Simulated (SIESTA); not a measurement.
Runs of SIESTA 5.4.2 on Ru. Symmetry: P6_3/mmc, No. 194, hexagonal system. The conventional cell has a = 2.706 Å, b = 2.706 Å, c = 4.282 Å, α = 90.00°, β = 90.00°, γ = 120.00°. Ru (site symmetry -6m2) has 12 Ru at 2.65 to 2.71 Å as nearest neighbours. 

| level | potentials or basis | gap on the mesh (eV) | pressure (GPa) |
| --- | --- | --- | --- |
| vdW-DF-cx | PseudoDojo 0.4 standard (PBE files), DZP (energy shift 0.003 Ry; two zetas on semicore shells) | none | (a) |
| AM05 | PseudoDojo 0.4 standard (PBEsol files), DZP (energy shift 0.003 Ry; two zetas on semicore shells) | none | -4.6 |
| PBEsol | PseudoDojo 0.4 standard (PBEsol files), DZP (energy shift 0.003 Ry; two zetas on semicore shells) | none | (b) |
| BLYP | PseudoDojo 0.4 standard (PBE files), DZP (energy shift 0.003 Ry; two zetas on semicore shells) | none | 22.5 |
| RPBE | PseudoDojo 0.4 standard (PBE files), DZP (energy shift 0.003 Ry; two zetas on semicore shells) | none | 12.3 |

Alike in all rows: task band structure; no spin polarisation; cell as given; k mesh 11 × 11 × 6; smearing fermi-dirac 0.05 eV; grid cutoff 800 Ry; energy shift 0.003 Ry.

Question: Fill in the values left out.

Answer: (a) -0.4; (b) -2.5.

Caveats: the basis of atomic orbitals isn't converged, which shifts pressures, moduli and gaps; the potentials were made for another functional, which shifts forces and pressure (some runs); so large a pressure means that the cell lies far from this level's equilibrium, or that cutoff or potentials fall short (some runs).

A k mesh can miss the band edges, and the runs leave out spin-orbit coupling on Ru.

A gap of «none» marks a metal or a gap under the smearing width.

Runs at the PBE level aren't shown here.
